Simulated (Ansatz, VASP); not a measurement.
## Two plane-wave programs on ZnSe (Stilleite)

The input run.py:

```python
from ase import Atoms
from ase.calculators.vasp import Vasp
from ase.dft.bandgap import bandgap

atoms = Atoms(
    ['Se', 'Zn'],
    cell=[[0.0, 2.8338, 2.8338], [2.8338, 0.0, 2.8338], [2.8338, 2.8338, 0.0]],
    scaled_positions=[[0.75, 0.75, 0.75], [0.0, 0.0, 0.0]],
    pbc=True,
)
calc = Vasp(
    directory='calc',
    xc='pbe',
    pp='PBE',
    setups='recommended',
    pp_version='54',
    prec='Accurate',
    encut=520,
    ediff=1e-06,
    ismear=0,
    sigma=0.05,
    lreal=False,
    lasph=True,
    nelm=100,
    algo='Normal',
    isif=2,
    lwave=False,
    lcharg=False,
    kpts=[8, 8, 8],
    gamma=True,
    nbands=16,
)
atoms.calc = calc

print('energy (eV):', atoms.get_potential_energy())
print('free energy (eV):', atoms.get_potential_energy(force_consistent=True))
print('forces (eV/A):')
print(atoms.get_forces())
print('stress (eV/A^3, Voigt):', atoms.get_stress())
print('Fermi level (eV):', calc.get_fermi_level())
gap, top, bottom = bandgap(calc)
print('band gap (eV):', gap, 'from (spin, k, band)', top, 'to', bottom)
```

input.yaml

```yaml
crystal:
  lattice:
    - [0.0, 2.8338, 2.8338]
    - [2.8338, 0.0, 2.8338]
    - [2.8338, 2.8338, 0.0]
  atoms:
    - { symbol: Se, position: [0.75, 0.75, 0.75] }
    - { symbol: Zn, position: [0.0, 0.0, 0.0] }
hamiltonian:
  xc: pbe
  pseudopotentials: { kind: paw }
kpoints:
  mp_grid: { grid: [8, 8, 8] }
scf:
  occupations: { method: gaussian, width: 0.05 }
output:
  forces: true
  stress: true
  eigenvalues: true
```

Alike in both runs: task single point; functional PBE; k mesh 8 × 8 × 8; occupations gaussian, width 0.05 eV; no spin polarisation.

```csv
,VASP,Ansatz
version,VASP 6.6.1,Ansatz 0.2.0
potentials or method,"VASP PAW PBE potentials, release 54 (Se, Zn)",Ansatz PAW
plane-wave cutoff (eV),520,420
valence electrons in the cell,18,28
```

|  | VASP | Ansatz | Ansatz less VASP |
| --- | --- | --- | --- |
| gap on the k mesh at the Fermi level (eV) | 1.29 | 1.29 | -0.002 |
| least direct gap on the mesh (eV) | 1.29 | 1.29 | -0.002 |
| pressure (GPa) | 2.3 | 2.1 | -0.24 |

The functional is the same, so the differences come from potentials, cutoffs and numerics. The two sets of potentials don't hold the same shells in valence.

Expect the measured gap to be larger: semilocal functionals such as PBE lack the derivative discontinuity.
